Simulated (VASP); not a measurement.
# InP (F-43m) in VASP: notebook

One crystal, InP, is run at these levels: PBE; tasks: single point.

Program: VASP 6.6.1. These are calculated values, not measurements. Logs are shortened: lines on timing, memory, paths and dates and some standing lists are left out, and cuts for length are marked.

## 1. The undisturbed crystal

It takes space group F-43m (No. 216, cubic). Conventional cell: a = 5.861 Å, b = 5.861 Å, c = 5.861 Å, α = 90.00°, β = 90.00°, γ = 90.00°. In (site symmetry -43m) has 4 P at 2.54 Å as nearest neighbours. P (site symmetry -43m) is surrounded by 4 In at 2.54 Å.

## 2. Single point, PBE (grid = ENCUT=280 dk=0.45 cell=3x3x2 ISMEAR=0 SIGMA=0.05 LREAL=Auto EDIFF=1e-06)

The input, INCAR:

```
SYSTEM = InP
ALGO     = Fast           ! electronic algorithm
EDIFF    = 1E-6           ! SCF threshold, eV
ENCUT    = 280            ! plane-wave cutoff, eV
GGA      = PE             ! functional
ISIF     = 2              ! what is computed and relaxed
ISMEAR   = 0              ! smearing method
KPAR     = 2            
LASPH    = .TRUE.         ! aspherical terms in the spheres
LCHARG   = .FALSE.        ! write CHGCAR
LREAL    = Auto         
LWAVE    = .FALSE.        ! write WAVECAR
NBANDS   = 174            ! bands
NCORE    = 1            
NELM     = 120            ! most SCF steps
PREC     = Accurate       ! precision mode
SIGMA    = 0.05           ! smearing width, eV
```

The input, KPOINTS:

```
k-points
0
G
  2 2 3
  0 0 0
```

The input, POSCAR:

```
InP
1.0
    0.0000000000      8.7915000000      8.7915000000
    8.7915000000      0.0000000000      8.7915000000
    5.8610000000      5.8610000000      0.0000000000
P In
18 18
Direct
    0.0000000000      0.0000000000      0.0000000000
    0.2500000000      0.2500000000      0.3750000000
    0.2500000000      0.2500000000      0.8750000000
    0.2500000000      0.5833333333      0.3750000000
    0.2500000000      0.5833333333      0.8750000000
    0.2500000000      0.9166666667      0.3750000000
    0.5833333333      0.2500000000      0.3750000000
    0.5833333333      0.2500000000      0.8750000000
    0.5833333333      0.5833333333      0.3750000000
    0.5833333333      0.5833333333      0.8750000000
    0.5833333333      0.9166666667      0.3750000000
    0.5833333333      0.9166666667      0.8750000000
    0.9166666667      0.2500000000      0.3750000000
    0.9166666667      0.2500000000      0.8750000000
    0.9166666667      0.5833333333      0.3750000000
    0.9166666667      0.5833333333      0.8750000000
    0.9166666667      0.9166666667      0.3750000000
    0.9166666667      0.9166666667      0.8750000000
    0.0000000000      0.0000000000      0.5000000000
    0.0000000000      0.3333333333      0.0000000000
    0.0000000000      0.3333333333      0.5000000000
    0.0000000000      0.6666666667      0.0000000000
    0.0000000000      0.6666666667      0.5000000000
    0.3333333333      0.0000000000      0.0000000000
    0.3333333333      0.0000000000      0.5000000000
    0.3333333333      0.3333333333      0.0000000000
    0.3333333333      0.3333333333      0.5000000000
    0.3333333333      0.6666666667      0.0000000000
    0.3333333333      0.6666666667      0.5000000000
    0.6666666667      0.0000000000      0.0000000000
    0.6666666667      0.0000000000      0.5000000000
    0.6666666667      0.3333333333      0.0000000000
    0.6666666667      0.3333333333      0.5000000000
    0.6666666667      0.6666666667      0.0000000000
    0.6666666667      0.6666666667      0.5000000000
    0.2500000000      0.9166666667      0.8750000000
```

Potentials or basis: VASP PAW PBE potentials, release 64 (P, In_d).

Started as:

```sh
cat potpaw_PBE.64/P/POTCAR potpaw_PBE.64/In_d/POTCAR > POTCAR
mpirun -np 4 vasp_std > vasp.out
```

OUTCAR:

```text
SYSTEM = InP
   EDIFF = 1E-6
   ENCUT = 280
   GGA = PE
   ISIF = 2
   ISMEAR = 0
   LASPH = .TRUE.
   LREAL = Auto
   NELM = 120
   PREC = Accurate

 Found      8 irreducible k-points:

 Following reciprocal coordinates:
            Coordinates               Weight
  0.000000  0.000000  0.000000      1.000000
  0.500000  0.000000  0.000000      1.000000
  0.000000  0.500000  0.000000      1.000000
  0.500000  0.500000  0.000000      1.000000
  0.000000  0.000000  0.333333      2.000000
  0.500000  0.000000  0.333333      2.000000
   k-points           NKPTS =      8   k-points in BZ     NKDIM =      8   number of bands    NBANDS=    174
   number of dos      NEDOS =    301   number of ions     NIONS =     36
   total plane-waves  NPLWV = 235200
   dimension x,y,z NGX =    70 NGY =   70 NGZ =   48
   dimension x,y,z NGXF=   140 NGYF=  140 NGZF=   96
   ions per type =              18  18
   NGX,Y,Z   is equivalent  to a cutoff of   9.36,  9.36,  9.63 a.u.
   NGXF,Y,Z  is equivalent  to a cutoff of  18.72, 18.72, 19.25 a.u.
 SYSTEM =  InP
   PREC   = accura    normal or accurate (medium, high low for compatibility)
   ISTART =      0    job   : 0-new  1-cont  2-samecut
   ICHARG =      2    charge: 1-file 2-atom 10-const
   ISPIN  =      1    spin polarized calculation?
   LNONCOLLINEAR =      F non collinear calculations
   LSORBIT =      F    spin-orbit coupling
   LASPH  =      T    aspherical Exc in radial PAW
   ENCUT  =  280.0 eV  20.58 Ry    4.54 a.u.  16.96 16.96 11.31*2*pi/ulx,y,z
   NELM   =    120;   NELMIN=  2; NELMDL= -5     # of ELM steps
   EDIFF  = 0.1E-05   stopping-criterion for ELM
   LREAL  =      T    real-space projection
   EDIFFG = 0.1E-04   stopping-criterion for IOM
   NSW    =      0    number of steps for IOM
   IBRION =     -1    ionic relax: 0-MD 1-quasi-New 2-CG
   NFREE  =      0    steps in history (QN), initial steepest desc. (CG)
   ISIF   =      2    stress and relaxation
   ISYM   =      2    0-nonsym 1-usesym 2-fastsym
   POTIM  = 0.5000    time-step for ionic-motion
   TEBEG  =    0.0;   TEEND  =   0.0 temperature during run
   PSTRESS=    0.0 pullay stress
   NELECT =     324.0000    total number of electrons
   NUPDOWN=      -1.0000    fix difference up-down
   EMIN   =  10.00;   EMAX   =-10.00  energy-range for DOS
   EFERMI =   0.00;   METHOD = LEGACY
   ISMEAR =     0;   SIGMA  =   0.05  broadening in eV -4-tet -1-fermi 0-gaus
   EFERMI_NEDOS =   21; number of points for ismear=-14 and -15
   IALGO  =     68    algorithm
   IMIX   =      4    mixing-type and parameters
     AMIX     =   0.40;   BMIX     =  1.00
     AMIX_MAG =   1.60;   BMIX_MAG =  1.00
  volume/ion in A,a.u.               =      25.17       169.83
  Fermi-wavevector in a.u.,A,eV,Ry     =   1.162021  2.195901 18.371846  1.350293
  Thomas-Fermi vector in A             =   2.298587
   LORBIT       =      0    0 simple, 1 ext, 2 COOP (PROOUT), +10 PAW based schemes
   GGA     = PE    functional components
   LHFCALC =     F    Hartree Fock is set to
   AEXX    =    0.0000 exact exchange contribution
   IVDW    =     0    specifies the selected vdW correction
   LEPSILON=     F    determine dielectric tensor
   LRPA    =     F    only Hartree local field effects (RPA)
 non-spin polarized calculation
 RMM-DIIS sequential band-by-band and
 Gauss-broadening in eV      SIGMA  =   0.05
  energy-cutoff  :      280.00
  volume of cell :      906.00
 maximum number of plane-waves:      9650
 NGX is ok and might be reduce to    70
   NGX = 33   NGY = 33   NGZ = 23

 number of electron     324.0000126 magnetization

 Free energy of the ion-electron system (eV)
  ---------------------------------------------------
  ext. energy  EPLUGINS =         0.00000000
  ---------------------------------------------------
  free energy    TOTEN  =      -146.63303770 eV

  energy without entropy =     -146.62381734  energy(sigma->0) =     -146.62842752

 E-fermi :   5.7510     XC(G=0):  -9.2944

 val. band max:        5.7259431397   @ k =   0.5000   0.5000   0.0000
 cond. band min:       5.7551454585   @ k =   0.0000   0.0000   0.3333
 fundamental gap:      0.0292023188
 Fermi energy:         5.7509776070

 k-point     1 :       0.0000    0.0000    0.0000
  band No.  band energies     occupation
      1      -9.4150      2.00000
      2      -9.3728      2.00000
      3      -9.2007      2.00000
      4      -9.1937      2.00000
      5      -9.1836      2.00000
      6      -9.1797      2.00000
[... 166 lines left out ...]
    173       7.4421      0.00000
    174       7.5482      0.00000

 k-point     2 :       0.5000    0.0000    0.0000
  band No.  band energies     occupation
      1      -9.4149      2.00000
      2      -9.3727      2.00000
      3      -9.2032      2.00000
      4      -9.1955      2.00000
      5      -9.1846      2.00000
      6      -9.1798      2.00000
[... 166 lines left out ...]
    173       7.8247      0.00000
    174       7.9992      0.00000

 k-point     3 :       0.0000    0.5000    0.0000
  band No.  band energies     occupation
      1      -9.4150      2.00000
      2      -9.3726      2.00000
      3      -9.2064      2.00000
      4      -9.1947      2.00000
      5      -9.1825      2.00000
      6      -9.1790      2.00000
[... 166 lines left out ...]
    173       7.8128      0.00000
    174       7.9316      0.00000

 k-point     4 :       0.5000    0.5000    0.0000
  band No.  band energies     occupation
      1      -9.4150      2.00000
      2      -9.3727      2.00000
      3      -9.2062      2.00000
      4      -9.1933      2.00000
      5      -9.1840      2.00000
      6      -9.1804      2.00000
[... 166 lines left out ...]
    173       7.8046      0.00000
    174       7.8937      0.00000

 k-point     5 :       0.0000    0.0000    0.3333
  band No.  band energies     occupation
      1      -9.4208      2.00000
      2      -9.3682      2.00000
      3      -9.1981      2.00000
      4      -9.1868      2.00000
      5      -9.1807      2.00000
      6      -9.1731      2.00000
[... 166 lines left out ...]
    173       7.8349      0.00000
    174       7.8683      0.00000

 k-point     6 :       0.5000    0.0000    0.3333
  band No.  band energies     occupation
      1      -9.4207      2.00000
      2      -9.3682      2.00000
      3      -9.1993      2.00000
      4      -9.1869      2.00000
      5      -9.1816      2.00000
      6      -9.1743      2.00000
[... 166 lines left out ...]
    173       8.0689      0.00000
    174       8.2838      0.00000

 [... further k-points ...]

------------------------ aborting loop because EDIFF is reached ----------------------------------------

  FORCE on cell =-STRESS in cart. coord.  units (eV):
  Direction    XX          YY          ZZ          XY          YZ          ZX
  --------------------------------------------------------------------------------------
  -------------------------------------------------------------------------------------
  Total       20.5220237     20.5533899     21.8773576     -0.1029723     -0.8653535      0.7629396
  in kB       36.2913471     36.3468154     38.6881329     -0.1820972     -1.5302995      1.3491898
  external PRESSURE =      37.1087651 kB  Pullay stress =       0.0000000 kB

 VOLUME and BASIS-vectors are now :
 -----------------------------------------------------------------------------
  energy-cutoff  :      280.00
  volume of cell :      906.00
      direct lattice vectors                 reciprocal lattice vectors
     0.000000000  8.791500000  8.791500000    -0.056873116  0.056873116  0.056873116
     8.791500000  0.000000000  8.791500000     0.056873116 -0.056873116  0.056873116
     5.861000000  5.861000000  0.000000000     0.085309674  0.085309674 -0.085309674

 POSITION                                       TOTAL-FORCE (eV/Angst)
 -----------------------------------------------------------------------------------
      0.00000      0.00000      0.00000         0.780667     -0.838293     -0.858725
      4.39575      4.39575      4.39575        -0.081651     -0.149934      0.153417
      7.32625      7.32625      4.39575         0.098694      0.103942      0.076218
      7.32625      4.39575      7.32625        -0.080329      0.189138     -0.174547
     10.25675      7.32625      7.32625        -0.166819      0.054378     -0.111227
     10.25675      4.39575     10.25675        -0.016137      0.008917      0.000479
[... 28 lines left out ...]
      8.79150      8.79150     11.72200         0.029063     -0.009054     -0.035482
     13.18725      7.32625     10.25675         0.884473     -0.891274     -1.158063
 -----------------------------------------------------------------------------------
    total drift:                                0.009044      0.007609     -0.003511

  FREE ENERGIE OF THE ION-ELECTRON SYSTEM (eV)
  ---------------------------------------------------
  free  energy   TOTEN  =      -146.6330376964 eV

  energy  without entropy=     -146.6238173435  energy(sigma->0) =     -146.62842752
```

Wall time 7.4 min (4 MPI ranks of Intel Xeon 6975P-C (Granite Rapids), shared host); peak memory 0.48 GiB.

The run converged, but some of its settings lie outside the range that counts as converged, so its numbers aren't taken as properties of the crystal.

What came out:

| Item | Value |
| --- | --- |
| Free energy | -146.6330 eV |
| Largest force | 1.708 eV/Å |
| Band gap on the k mesh | none (metal or under the smearing width) |

Caveat: the cutoff is under 1.25 times the usual one of these potentials, so pressure, stress and relaxed cells hold a basis-set (Pulay) error.

## 3. Single point, PBE (grid = ENCUT=400 dk=0.45 cell=3x3x2 ISMEAR=0 SIGMA=0.05 LREAL=Auto EDIFF=1e-06)

Changes to INCAR since step 2:

```diff
@@ -3,3 +3,3 @@
 EDIFF    = 1E-6           ! SCF threshold, eV
-ENCUT    = 280            ! plane-wave cutoff, eV
+ENCUT    = 400            ! plane-wave cutoff, eV
 GGA      = PE             ! functional
```

KPOINTS is that of step 2.

POSCAR is that of step 2.

Potentials or basis: VASP PAW PBE potentials, release 64 (P, In_d).

Started as:

```sh
cat potpaw_PBE.64/P/POTCAR potpaw_PBE.64/In_d/POTCAR > POTCAR
mpirun -np 4 vasp_std > vasp.out
```

It took 11 min on 4 MPI ranks of Intel Xeon 6975P-C (Granite Rapids), shared host; peak memory 0.69 GiB.

The run converged, but some of its settings lie outside the range that counts as converged, so its numbers aren't taken as properties of the crystal.

What came out:

```yaml
Free_energy: -146.6854 eV
Pressure: 3.9 GPa
Largest_force: 1.715 eV/Å
Band_gap_on_the_k_mesh: none (metal or under the smearing width)
```

## 4. Single point, PBE (grid = ENCUT=400 dk=0.45 cell=3x3x2 ISMEAR=0 SIGMA=0.2 LREAL=Auto EDIFF=1e-06)

Changes to INCAR since step 3:

```diff
@@ -16,2 +16,2 @@
 PREC     = Accurate       ! precision mode
-SIGMA    = 0.05           ! smearing width, eV
+SIGMA    = 0.2            ! smearing width, eV
```

KPOINTS is that of step 3.

POSCAR is that of step 3.

Started as:

```sh
cat potpaw_PBE.64/P/POTCAR potpaw_PBE.64/In_d/POTCAR > POTCAR
mpirun -np 4 vasp_std > vasp.out
```

It took 12 min on 4 MPI ranks of Intel Xeon 6975P-C (Granite Rapids), shared host; peak memory 0.69 GiB.

These settings aren't checked as converged: the numbers below hold their error.

Results:

| Quantity | Value |
| --- | --- |
| Free energy | -146.7347 eV |
| Pressure | 3.9 GPa |
| Largest force | 1.711 eV/Å |
| Band gap on the k mesh | none (metal or under the smearing width) |

## 5. Single point, PBE (grid = ENCUT=400 dk=0.45 cell=3x3x2 ISMEAR=0 SIGMA=0.05 LREAL=Auto EDIFF=0.0001)

Changes to INCAR since step 4:

```diff
@@ -2,3 +2,3 @@
 ALGO     = Fast           ! electronic algorithm
-EDIFF    = 1E-6           ! SCF threshold, eV
+EDIFF    = 1E-4           ! SCF threshold, eV
 ENCUT    = 400            ! plane-wave cutoff, eV
@@ -16,2 +16,2 @@
 PREC     = Accurate       ! precision mode
-SIGMA    = 0.2            ! smearing width, eV
+SIGMA    = 0.05           ! smearing width, eV
```

KPOINTS is that of step 4.

POSCAR is that of step 4.

Potentials or basis: VASP PAW PBE potentials, release 64 (P, In_d).

Started as:

```sh
cat potpaw_PBE.64/P/POTCAR potpaw_PBE.64/In_d/POTCAR > POTCAR
mpirun -np 4 vasp_std > vasp.out
```

OUTCAR:

```text
SYSTEM = InP
   EDIFF = 1E-4
   ENCUT = 400
   GGA = PE
   ISIF = 2
   ISMEAR = 0
   LASPH = .TRUE.
   LREAL = Auto
   NELM = 120
   PREC = Accurate

 Found      8 irreducible k-points:

 Following reciprocal coordinates:
            Coordinates               Weight
  0.000000  0.000000  0.000000      1.000000
  0.500000  0.000000  0.000000      1.000000
  0.000000  0.500000  0.000000      1.000000
  0.500000  0.500000  0.000000      1.000000
  0.000000  0.000000  0.333333      2.000000
  0.500000  0.000000  0.333333      2.000000
   k-points           NKPTS =      8   k-points in BZ     NKDIM =      8   number of bands    NBANDS=    174
[... 1145 lines left out ...]
  Total       21.5511438     21.5843573     22.9335460     -0.1152322     -0.8555358      0.7684746
  in kB       38.1112532     38.1699881     40.5559067     -0.2037778     -1.5129379      1.3589779
  external PRESSURE =      38.9457160 kB  Pullay stress =       0.0000000 kB

 VOLUME and BASIS-vectors are now :
 -----------------------------------------------------------------------------
  energy-cutoff  :      400.00
  volume of cell :      906.00
      direct lattice vectors                 reciprocal lattice vectors
     0.000000000  8.791500000  8.791500000    -0.056873116  0.056873116  0.056873116
     8.791500000  0.000000000  8.791500000     0.056873116 -0.056873116  0.056873116
     5.861000000  5.861000000  0.000000000     0.085309674  0.085309674 -0.085309674

 POSITION                                       TOTAL-FORCE (eV/Angst)
 -----------------------------------------------------------------------------------
      0.00000      0.00000      0.00000         0.782701     -0.838087     -0.859971
      4.39575      4.39575      4.39575        -0.081276     -0.149523      0.151999
      7.32625      7.32625      4.39575         0.098515      0.103815      0.074762
      7.32625      4.39575      7.32625        -0.079948      0.188815     -0.174476
     10.25675      7.32625      7.32625        -0.166428      0.053829     -0.110784
     10.25675      4.39575     10.25675        -0.015344      0.008436     -0.000484
[... 28 lines left out ...]
      8.79150      8.79150     11.72200         0.029210     -0.007897     -0.035895
     13.18725      7.32625     10.25675         0.889041     -0.895206     -1.164881
 -----------------------------------------------------------------------------------
    total drift:                               -0.020278     -0.021670      0.010868

  FREE ENERGIE OF THE ION-ELECTRON SYSTEM (eV)
  ---------------------------------------------------
  free  energy   TOTEN  =      -146.6853476460 eV

  energy  without entropy=     -146.6761389381  energy(sigma->0) =     -146.68074329
```

Run time: 8.2 min. Hardware: 4 MPI ranks of Intel Xeon 6975P-C (Granite Rapids), shared host; peak memory 0.69 GiB.

These settings aren't checked as converged: the numbers below hold their error.

What came out:

```yaml
Free_energy: -146.6853 eV
Pressure: 3.9 GPa
Largest_force: 1.717 eV/Å
Band_gap_on_the_k_mesh: none (metal or under the smearing width)
```

(Part 1 of 2 ends here.)
